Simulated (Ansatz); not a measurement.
# Levels at Γ against strain in AgBr

```xyz
2
Lattice="0.0000 2.8861 2.8861 2.8861 0.0000 2.8861 2.8861 2.8861 0.0000" Properties=species:S:1:pos:R:3 pbc="T T T"
Ag    2.8861    2.8861    2.8861
Br    0.0000    0.0000    0.0000
```

Atom numbers follow the list: Ag1, Br2.

The geometry is COD entry 9011682, unchecked; take it as a test cell.

Level of theory: Ansatz 0.2.0, DFT, LDA, all-electron LAPW, scalar-relativistic.

Settings: a Γ-centred 7×7×7 k mesh, Fermi–Dirac smearing of 0.03 eV, basis error target 0.5 meV/atom, no spin polarisation.

The cell is scaled evenly. Fractional coordinates are held (clamped ions).

The valence-band top of this crystal doesn't lie at Γ but 1.87 eV above the top filled level there.

Only quantities that a quadratic follows smoothly over the whole series are listed; rougher ones are left out.

| ln(V/Vcell) | direct gap at Γ (eV) | smallest gap on mesh and path (eV) |
| --- | --- | --- |
| -0.0619 | 2.475 | 0.374 |
| -0.0101 | 2.288 | 0.377 |
| 0.0000 | 2.254 | 0.379 |
| 0.0583 | 2.072 | 0.399 |

Q: Fit the series and give the slopes at zero strain.

A: Least-squares fits y = p0 + p1 x + p2 x² to the rows give direct gap at Γ (eV): p1 = -3.34, p2 = 3.7; smallest gap on mesh and path (eV): p1 = 0.216, p2 = 2.2. So dEg/dln V = -3.3 eV for the direct gap at Γ, which isn't the fundamental gap here: that one has dEg/dln V = 0.2 eV. Semilocal gaps are too small, but their slopes carry over better.

Q: One run, at ln(V/Vcell) = 0.0100, is withheld. Predict its row.

A: The fits give 2.221, 0.381; the run gave 2.221, 0.381.
